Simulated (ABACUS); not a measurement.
Write the native input for ABACUS 3.10.1 that does the following.

- Task: single point
- Functional: PBE
- Potentials or basis: PseudoDojo NC SR 0.4.1 PBE standard
- Cutoff: 1293 eV
- Density cutoff: 5170 eV
- Basis: plane waves
- k mesh: 11 × 11 × 6
- Occupations: fermi-dirac, width 0.05 eV
- Spin: collinear spin, ferromagnetic start
- Starting moments: [3.0, 3.0] μB
- Radial cutoff of the potentials (pseudo_rcut): 10 bohr
- SCF threshold on the density: 1e-08
- Max SCF steps: 100
- Eigensolver: dav
- Mixing: broyden
- Mixing share: 0.4
- Symmetry key: 1

Crystal: Cr.

```
Cr
1.0
     2.71400    0.00000    0.00000
    -1.35700    2.35039    0.00000
     0.00000    0.00000    4.41000
Cr
2
Direct
  0.66667 0.33333 0.75000
  0.33333 0.66667 0.25000
```

This isn't the form of Cr at room conditions, which is bcc.

One way to write it, as run:

INPUT

```
INPUT_PARAMETERS
suffix              Cr
calculation         scf
basis_type          pw
pseudo_dir          ./
symmetry            1
dft_functional      pbe
ecutwfc             95
pseudo_rcut         10
nspin               2
nbands              21
ks_solver           dav
smearing_method     fd
smearing_sigma      0.00367493
scf_thr             1e-08
scf_nmax            100
mixing_type         broyden
mixing_beta         0.4
cal_force           1
cal_stress          1
out_chg             1
out_pot             2
out_elf             1
```

STRU

```
ATOMIC_SPECIES
Cr 51.9961 Cr.upf

LATTICE_CONSTANT
1.8897261246

LATTICE_VECTORS
2.7140000000 0.0000000000 0.0000000000
-1.3570000000 2.3503929459 0.0000000000
0.0000000000 0.0000000000 4.4100000000

ATOMIC_POSITIONS
Direct

Cr
0.0
2
0.6666666667 0.3333333333 0.7500000000 1 1 1 mag 3
0.3333333333 0.6666666667 0.2500000000 1 1 1 mag 3
```

KPT

```
K_POINTS
0
Gamma
11 11 6 0 0 0
```

Potentials or basis: PseudoDojo NC SR 0.4.1 PBE standard, plane waves.

Launch:

```console
$ OMP_NUM_THREADS=1 mpirun -np 4 abacus > log
```

It gave:

```json
{
  "Pressure": "-22.8 GPa",
  "Band gap on the k mesh": "none (metal or under the smearing width)",
  "Net moment": "2.45 μB per cell",
  "Absolute moment": "2.45 μB per cell"
}
```

Caveat: so large a pressure means that the cell lies far from this level's equilibrium, or that cutoff or potentials fall short.

Run time: 30 s on 4 MPI ranks on Intel(R) Xeon(R) Platinum 8559C (Emerald Rapids) (shared host), peak memory 0.36 GiB a rank.
